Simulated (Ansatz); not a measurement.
The elements of this relaxed trial crystal are hidden behind letters.

```
lattice vectors (Å)
   7.6440    0.0000    0.0000
  -3.8220    6.6199    0.0000
   0.0000    0.0000    4.0971
fractional positions
X 0.3333 0.6667 0.5000
X 0.6667 0.3333 0.5000
Z 0.5000 0.0000 0.0000
Z 0.0000 0.5000 0.0000
Z 0.5000 0.5000 0.0000
```

These are results of DFT PBE, scalar-relativistic, plane waves, PAW (Ansatz 0.2.0), not measurements. Settings of the last relaxation (5-atom cell): 420 eV, 6×6×10 k points, Gaussian smearing of 0.10 eV, no spin polarisation.

* Space group: P6/mmm (No. 191)
* Conventional cell: a = 7.644 Å, c = 4.097 Å
* Volume per atom: 41.46 Å³
* Density: 2.15 g/cm³
* Energy over the elements: +0.37 eV/atom
* Gap on the 6×6×10 mesh of the 5-atom cell: 0 eV (a metal)

Energies are uncorrected and count from the elements' standard states at the same level.

Question: X is an s-block element of period 6 and Z is an s-block element of period 1. Which elements are they?

Answer: X = Cs, Z = H, so the formula is Cs2H3. Density times volume gives a mean mass of 2.15 × 41.46/1.6605 = 53.7 u per atom, and this set has 53.8 u. Among the elements that the hints allow, noble gases aside, only these give it. Cs has 6 H at 3.01 Å; H has 4 Cs at 3.01 Å.

The cell is a metal run without spin; a magnetic state may lie lower. Symmetry constrained the relaxation, so the result can be a saddle point.
